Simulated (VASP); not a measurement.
Here is a VASP 6.6.1 calculation.

Contents of INCAR:

```
  PREC = Accurate
  ENCUT = 600
  EDIFF = 1E-6
  ISMEAR = -1
  SIGMA = 0.05
  LREAL = False
  LASPH = True
  NELM = 60
  ALGO = Normal
  ISIF = 3
  LWAVE = False
  LCHARG = False
  GGA = RP
  IVDW = 12
  IBRION = 2
  NSW = 40
  EDIFFG = -0.01
```

KPOINTS

```
Automatic mesh
0
Gamma
  10 10 3
```

File POSCAR:

```
SiC
1.0
    3.0756941497      0.0000000000      0.0000000000
   -1.5378470748      2.6636292679      0.0000000000
    0.0000000000      0.0000000000     10.0706464800
Si C
4 4
Direct
    0.0000000000      0.0000000000      0.1878943800
    0.0000000000      0.0000000000      0.6878943800
    0.3333333333      0.6666666667      0.4378419800
    0.6666666667      0.3333333333      0.9378419800
    0.0000000000      0.0000000000      0.0004600500
    0.0000000000      0.0000000000      0.5004600500
    0.3333333333      0.6666666667      0.2498025900
    0.6666666667      0.3333333333      0.7498025900
```

Potentials or basis: VASP PAW PBE potentials, release 64 (Si, C).

Launch:

```sh
$ cat potpaw_PBE.64/Si/POTCAR potpaw_PBE.64/C/POTCAR > POTCAR
$ mpirun -np 1 vasp_std > vasp.out
```

Q: Estimate the relaxed volume.

A: 9.59 Å³/atom.

Q: What does it give for the band gap on the k mesh?

A: 2.25 eV, indirect (least direct gap 3.38 eV).

Forces on the atoms (eV/Å):
```
Si   0.000  0.000  0.007
Si   0.000  0.000  0.007
Si   0.000  0.000  0.007
Si   0.000  0.000  0.007
C    0.000  0.000 -0.006
C    0.000  0.000 -0.006
C    0.000  0.000 -0.007
C    0.000  0.000 -0.007
```

Caveat: the PAW data sets were made with another functional, which shifts forces and pressure a little; an odd mesh through Γ misses points on the zone boundary, where band edges often lie.
